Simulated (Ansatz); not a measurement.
Level of theory: Ansatz 0.2.0, DFT PBE+D3(BJ), scalar-relativistic, plane waves, PAW. All cells share a 420 eV cutoff and Γ-centred k meshes spaced at most about 0.3 Å⁻¹ (about 0.25 or finer for metals, 2π included). No spin polarisation.

Temperature and zero-point effects are left out.

Two forms of Si were relaxed alike.

A.

```
CELL_PARAMETERS angstrom
2.50060 0.00000 0.00000
0.00000 2.50060 0.00000
0.00000 0.00000 2.50060
ATOMIC_POSITIONS crystal
Si 0.50000 0.50000 0.50000
```

B.

```
CELL_PARAMETERS angstrom
3.81580 0.00000 0.00000
-1.90790 3.30458 0.00000
0.00000 0.00000 6.31339
ATOMIC_POSITIONS crystal
Si 0.33333 0.66667 0.06310
Si 0.66667 0.33333 0.56310
Si 0.33333 0.66667 0.43690
Si 0.66667 0.33333 0.93690
```

Question: Which form is favoured at zero pressure, and by what margin per atom?

Answer: B is lower, by 256 meV/atom. A has the simple cubic type, space group Pm-3m (No. 221), 15.6 Å³/atom and no gap on its mesh; B has the lonsdaleite type, space group P6_3/mmc (No. 194), 19.9 Å³/atom and a gap of 0.40 eV. Counting all near atoms (those within 1.25 times the shortest such distance or 1.15 times the sum of covalent radii), A has Si 6 and B has Si 4. The lower one is the more open, so pressure narrows the difference. Origin: A, invented; B, reached from a Materials Project cell. Shaken at random and relaxed again, A falls into a cell with the simple hexagonal type, space group P6/mmm (No. 191), 71 meV/atom lower, so it is a saddle point or a shallow minimum. The lowest form computed isn't among them: it has the diamond type, space group Fd-3m (No. 227), 19.9 Å³/atom, is reached from a measured cell (COD) and lies 11 meV/atom below the best shown.

Kohn–Sham gaps at this level usually fall short of measured ones. Cells without such a test can be saddle points. Some candidate types were left out of the draw beforehand, so a known form may be missing.
